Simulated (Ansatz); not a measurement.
Input and command of a plane-wave DFT calculation in Ansatz:

```yaml
crystal:
  lattice:
    - [0.0, 2.1213855231, 2.3335240754]
    - [2.1213855231, 0.0, 2.3335240754]
    - [2.1213855231, 2.1213855231, 0.0]
  atoms:
    - { symbol: Si, position: [0.0, 0.0, 0.0] }
    - { symbol: C, position: [0.75, 0.75, 0.75] }
basis:
  ecutwfc: 420
kpoints:
  mp_grid: { grid: [12, 12, 12] }
hamiltonian:
  xc: pbe
scf:
  occupations: { method: gaussian, width: 0.05 }
output:
  forces: true
  stress: true
  eigenvalues: true
```

```bash
ansatz run input.yaml --threads 1 --pin off --max-ram 2560MiB --backend cpu --events-out ev --progress --plain --runs-dir out
```

Processor: Arm Neoverse V2, 1 thread, on a host shared with other jobs.

Problem. Estimate time, memory and problem size.

Solution. About 2.6 s on 1 thread of Arm Neoverse V2, on a shared host, peak memory 0.31 GiB. It solves 8 bands at 163 k points (the mesh reduced by the symmetry that the task leaves, which can be less than the crystal's) with about 395 plane waves, in 6 SCF iterations.
